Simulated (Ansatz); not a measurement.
Structure: HgTe, h-MgO type (it has left that coordination), at its r2SCAN minimum. It is hexagonal, P6_3/mmc (No. 194); a = 4.820 Å, c = 7.196 Å in the conventional setting, 36.19 Å³ an atom. Hg has 3 Te at 2.78 Å; Te has 3 Hg at 2.78 Å.

The questions ask for values computed with Ansatz 0.2.0 on this geometry. The cell comes from a prototype generator: it can be a known phase or a hypothetical one. No magnetic order is allowed.

Given (6×6×4 mesh): With PBE the bands overlap by 0.31 eV (counted from 1, band 36 peaks at Γ–M (0.20 of the way from Γ) and band 37 bottoms out at Γ–A (0.90 of the way from Γ)): no gap.

(1) How does the gap change from PBE to LDA (6×6×4)?

(2) How does the gap change from PBE to PBE+SOC (6×6×4)?

(3) How does the gap change from PBE to r2SCAN (6×6×4)?

(4) What do these levels agree on?

Results:

(1) With LDA the bands overlap by 0.33 eV (counted from 1, band 36 peaks at Γ–M (0.33 of the way from Γ) and band 37 bottoms out at Γ–A (0.90 of the way from Γ)): no gap.

(2) With PBE+SOC the bands overlap by 0.19 eV (counted from 1, band 72 peaks at Γ–M (0.33 of the way from Γ) and band 73 bottoms out at Γ–A (0.90 of the way from Γ)): no gap.

(3) r2SCAN gives no gap: the lowest nominally empty band dips 0.13 eV below the top of the last filled one (its bottom at Γ–A (0.90 of the way from Γ), the top at Γ–M (0.20 of the way from Γ)), so the cell is a metal or semimetal at this level.

(4) No level opens a gap, but no hybrid is among them, and semilocal functionals can close a real gap.

Only the levels marked +SOC include spin-orbit coupling.

Where an edge lies off the special points, it is a point of the mesh or the k point where a search put PBE's edge or least direct gap, reused for the other functionals, whose own edges may lie a little apart; PBE's own value is read along its path and can be a few hundredths of an eV high.
